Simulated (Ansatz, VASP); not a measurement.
## RbBr: VASP beside Ansatz

Contents of INCAR:

```
PREC = Accurate ; ENCUT = 520
EDIFF = 1E-7 ; ISMEAR = 0
SIGMA = 0.05 ; LREAL = F
LASPH = T ; NELM = 100
ALGO = Normal ; ISIF = 2
LWAVE = F ; LCHARG = F
GGA = PE ; NBANDS = 15
```

File KPOINTS:

```
regular mesh
0
Gamma
  6 6 6
```

Contents of POSCAR:

```
RbBr
1.0
    4.1260773000      0.0000000000      0.0000000000
    0.0000000000      4.1260773000      0.0000000000
    0.0000000000      0.0000000000      4.1260773000
Rb Br
1 1
Direct
    0.0000000000      0.0000000000      0.0000000000
    0.5000000000      0.5000000000      0.5000000000
```

Input for Ansatz:

```yaml
crystal:
  lattice:
    - [4.1260773, 0.0, 0.0]
    - [0.0, 4.1260773, 0.0]
    - [0.0, 0.0, 4.1260773]
  atoms:
    - { symbol: Rb, position: [0.0, 0.0, 0.0] }
    - { symbol: Br, position: [0.5, 0.5, 0.5] }
basis:
  ecutwfc: 420
kpoints:
  mp_grid: { grid: [6, 6, 6] }
hamiltonian:
  xc: pbe
scf:
  occupations: { method: gaussian, width: 0.05 }
output:
  forces: true
  stress: true
  eigenvalues: true
```

The cell comes from a database or a generator and needn't be the stable form of this composition.

Alike in both runs: task single point; functional PBE; k mesh 6 × 6 × 6; occupations gaussian, width 0.05 eV; no spin polarisation.

```csv
,VASP,Ansatz
version,VASP 6.6.1,Ansatz 0.2.0
potentials or method,"VASP PAW PBE potentials, release 64 (Rb_sv, Br)","scalar-relativistic, plane waves, PAW"
plane-wave cutoff (eV),520,420
valence electrons in the cell,16,16
```

```tsv
	VASP	Ansatz	Ansatz less VASP
gap on the k mesh at the Fermi level (eV)	4.08	4.08	+0.002
least direct gap on the mesh (eV)	4.23	4.24	+0.001
pressure (GPa)	0.8	0.8	-0.03
```

With one functional, cell and mesh, what is left measures potentials, basis and numerics.

A k mesh can miss the band edges. A hybrid or GW would open this gap; PBE tends to underestimate it.
